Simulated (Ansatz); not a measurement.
# Cl: pressure up to the limit of the methods

An exercise on one series of results from a longer session: the logs are not shown, and one member is left open.

Computed with Ansatz 0.2.0 (DFT PBE, with the methods named in each step, unless a step's input says otherwise).

1 further run of the same task is left out (set aside as unsound or not needed). Runs told in other sessions of the task aren't counted.

### The system as given

Symmetry: Im-3m, No. 229, cubic system. The conventional cell has a = 3.530 Å, b = 3.530 Å, c = 3.530 Å, α = 90.00°, β = 90.00°, γ = 90.00°. Cl (site symmetry m-3m) has 8 Cl at 3.06 Å in its first shell of neighbours.

Structure file:

```cif
data_structure
_symmetry_space_group_name_H-M 'Im-3m'
_symmetry_Int_Tables_number 229
_cell_length_a 3.5303
_cell_length_b 3.5303
_cell_length_c 3.5303
_cell_angle_alpha 90.000
_cell_angle_beta 90.000
_cell_angle_gamma 90.000
_cell_volume 44.00
loop_
_atom_site_label
_atom_site_type_symbol
_atom_site_symmetry_multiplicity
_atom_site_Wyckoff_symbol
_atom_site_fract_x
_atom_site_fract_y
_atom_site_fract_z
_atom_site_occupancy
Cl1 Cl 2 a 0.00000 0.00000 0.00000 1
```

The file gives the conventional cell by its symmetry; the runs use the cell typed in the input.

Whether this phase is the stable one at these pressures isn't tested.

The first run:

The input, input.yaml:

```yaml
crystal:
  lattice:
    - [-1.7651741677, 1.7651741677, 1.7651741677]
    - [1.7651741677, -1.7651741677, 1.7651741677]
    - [1.7651741677, 1.7651741677, -1.7651741677]
  atoms:
    - { symbol: Cl, position: [0.0, 0.0, 0.0] }
kpoints:
  mp_grid: { grid: [17, 17, 17] }
scf:
  occupations: { method: fermi_dirac, width: 0.1 }
hamiltonian:
  xc: pbe
  pseudopotentials: { kind: paw }
output:
  forces: true
  stress: true
  write_density: true
  write_potential: true
  elf: true
  volumetric_format: npy
relax:
  f_tol: 0.005
  max_steps: 40
  cell: {}
```

Launch:

```console
$ ansatz run input.yaml --threads 1 --pin off --max-ram 2048MiB --backend cpu --events-out ev --progress --plain --runs-dir out
```

Among the steps run: Cell relaxed at zero pressure, PAW; Volume scaled by 1, PAW; Volume scaled by 1, PAW (level accurate); Volume scaled by 0.9, PAW; Volume scaled by 0.8, PAW; Volume scaled by 0.7, PAW; Volume scaled by 0.7, PAW (core large); Volume scaled by 0.6, PAW; Volume scaled by 0.5, PAW; Volume scaled by 0.4, PAW; Volume scaled by 0.4, PAW (partial_waves polarizable).

One of the session's tables, all rows but one given; the rest of the session is left out.

```
                         method  volume over the first  volume (Å³/atom)  pressure (GPa)
                            PAW                      1            21.601            0.01
                            PAW                    0.9                 ?               ?
                            PAW                    0.8            17.281           12.04
                            PAW                    0.7            15.120           26.83
                            PAW                    0.6            12.960           55.39
                            PAW                    0.5            10.800          113.17
                            PAW                    0.4             8.640          237.82
               PAW (core large)                    0.7            15.120           26.83
           PAW (level accurate)                      1            21.601            0.01
PAW (partial_waves polarizable)                    0.4             8.640          237.82
```

Q: Estimate the row for PAW, 0.9 from the others.

The run gave: volume (Å³/atom): 19.441; pressure (GPa): 4.19. In the column «volume (Å³/atom)» it lies between PAW, 0.8 (17.281) and PAW, 1 (21.601).
